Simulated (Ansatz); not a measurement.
**Two Ansatz runs on S**

The cell was built from the fcc type and relaxed in the same program; it needn't be a known or the stable phase. The listed cell was then made from it by scaling, straining or moving an atom.

First run: DFT, PBE, all-electron PAW with datasets made for the crystal, scalar-relativistic (Ansatz 0.2.0).

Command: `ansatz run input.yaml --threads 1 --pin off --max-ram 2048MiB --backend cpu --events-out ev --progress --plain --runs-dir out` The run took 6.4 s on 1 thread of Arm Neoverse V1, on a shared host, peak memory 0.34 GiB.

```yaml
crystal:
  lattice:
    - [0.0, 1.95523718, 2.0737168471]
    - [1.95523718, 0.0, 2.0737168471]
    - [1.95523718, 1.95523718, 0.0]
  atoms:
    - { symbol: S, position: [0.0, 0.0, 0.0] }
kpoints:
  mp_grid: { grid: [16, 16, 16] }
scf:
  occupations: { method: fermi_dirac, width: 0.03 }
hamiltonian:
  xc: pbe
  pseudopotentials: { kind: all_electron, datasets: crystal }
output:
  forces: true
  stress: true
  eigenvalues: true
  efg: { contact_densities: true }
```

Result: converged; pressure 0.07 GPa; no gap on the k mesh; 6 SCF iterations.

A second input differs as follows:

```diff
@@ -7,7 +7,8 @@
     - { symbol: S, position: [0.0, 0.0, 0.0] }
 kpoints:
-  mp_grid: { grid: [16, 16, 16] }
+  mp_grid: { grid: [16, 15, 17] }
 scf:
   occupations: { method: fermi_dirac, width: 0.03 }
+  max_iter: 50
 hamiltonian:
   xc: pbe
```

**Question.** What is wrong with it, and what does the program do?

**Answer.** The fault is a mesh that breaks the symmetry. The run converged; energy at zero smearing +2.2 meV/atom from the first run; pressure 0.09 GPa; no gap on the k mesh; 6 SCF iterations. Such numbers aren't properties of the crystal. The log ends:
```
            electrostatic potential = -1633.604338 V   contact ρ = 19802.634601 e/Å³
--- Band table (eV; the first three rows and the last of 2041) ---
  k-point 0: bands = ["-6.6344", "13.1825", "13.2849", "13.2878", "21.3927"]
  k-point 1: bands = ["-6.5525", "12.7857", "13.1351", "13.2417", "21.4832"]
  k-point 2: bands = ["-6.3081", "11.5844", "12.9136", "13.1227", "21.3511"]
  k-point 2040: bands = ["-1.4145", "3.4862", "9.3223", "9.6568", "16.2971"]
```
